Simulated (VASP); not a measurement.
Here is a VASP 6.6.1 calculation.

INCAR

```
SYSTEM = CO2
ALGO = Fast
EDIFF = 1E-7
EDIFFG = -0.01
ENCUT = 600
GGA = PE
IBRION = 2
ISIF = 4
ISMEAR = 0
IVDW = 12
KPAR = 2
LASPH = .True.
LCHARG = .False.
LREAL = .False.
LWAVE = .False.
NELM = 80
NSW = 40
PREC = Accurate
SIGMA = 0.03
```

The input KPOINTS:

```
k-points
0
Gamma
  12 12 12
  0 0 0
```

The input POSCAR:

```
CO2                                     
1.0
   -1.9424756379      1.9424756379      2.9476157677
    1.9424756379     -1.9424756379      2.9476157677
    1.9424756379      1.9424756379     -2.9476157677
  C               O             
     2     4
Direct
     0.0000000000000000    0.0000000000000000    0.0000000000000000
     0.7500000000000000    0.2500000000000000    0.5000000000000000
     0.3750000000000000    0.2927352918150434    0.4177352918150434
     0.7072647081849567    0.1250000000000000    0.0822647081849566
     0.8750000000000000    0.9572647081849567    0.5822647081849567
     0.0427352918150434    0.6250000000000000    0.9177352918150433
```

Potentials or basis: VASP PAW PBE potentials, release 64 (C, O).

The run is started by

```console
$ cat potpaw_PBE.64/C/POTCAR potpaw_PBE.64/O/POTCAR > POTCAR
$ mpirun -np 2 vasp_std > vasp.out
```

(1) What does it give for the dispersion energy per atom?

(2) Estimate the band gap on the k mesh.

Answers

(1) -0.106 eV.

(2) 7.69 eV, indirect (least direct gap 8.05 eV).
